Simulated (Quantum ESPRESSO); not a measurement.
Input of a Quantum ESPRESSO 7.5 run:

File pw.in:

```
&CONTROL
  calculation = 'vc-relax'
  prefix = 'pwscf'
  outdir = './tmp'
  pseudo_dir = './pseudo'
  tprnfor = .true.
  tstress = .true.
  disk_io = 'low'
  nstep = 40
  forc_conv_thr = 0.0004
  etot_conv_thr = 1d-05
/
&SYSTEM
  ibrav = 0
  nat = 2
  ntyp = 2
  ecutwfc = 70
  nbnd = 15
  occupations = 'fixed'
/
&ELECTRONS
  conv_thr = 4d-10
  electron_maxstep = 120
  mixing_beta = 0.5
/
&IONS
  ion_dynamics = 'bfgs'
/
&CELL
  cell_dynamics = 'bfgs'
  press = 82
  press_conv_thr = 0.3
/
ATOMIC_SPECIES
In   114.8180 In.upf
P     30.9738 P.upf
CELL_PARAMETERS angstrom
   0.0000000000    2.9340000000    2.9340000000
   2.9340000000    0.0000000000    2.9340000000
   2.9340000000    2.9340000000    0.0000000000
ATOMIC_POSITIONS crystal
In     0.0000000000    0.0000000000    0.0000000000
P      0.2500000000    0.2500000000    0.2500000000
K_POINTS automatic
10 10 10 0 0 0
```

Potentials or basis: PseudoDojo 0.4.1 SR PBEsol standard.

Run with:

```bash
$ OMP_NUM_THREADS=1 pw.x -in pw.in > pw.out
```

Estimate the space group after relaxing (to 0.05 Å).

F-43m (No. 216).

Predict the relaxed cell.

a = 4.025 Å, b = 4.025 Å, c = 4.025 Å, α = 60.00°, β = 60.00°, γ = 60.00°.

What does it give for the relaxed volume?

23.05 Å³/atom.

Final structure:
```xyz
2
Lattice="0.0000 2.8458 2.8458 2.8458 0.0000 2.8458 2.8458 2.8458 0.0000" Properties=species:S:1:pos:R:3 pbc="T T T"
In    0.0000    0.0000    0.0000
P     1.4229    1.4229    1.4229
```
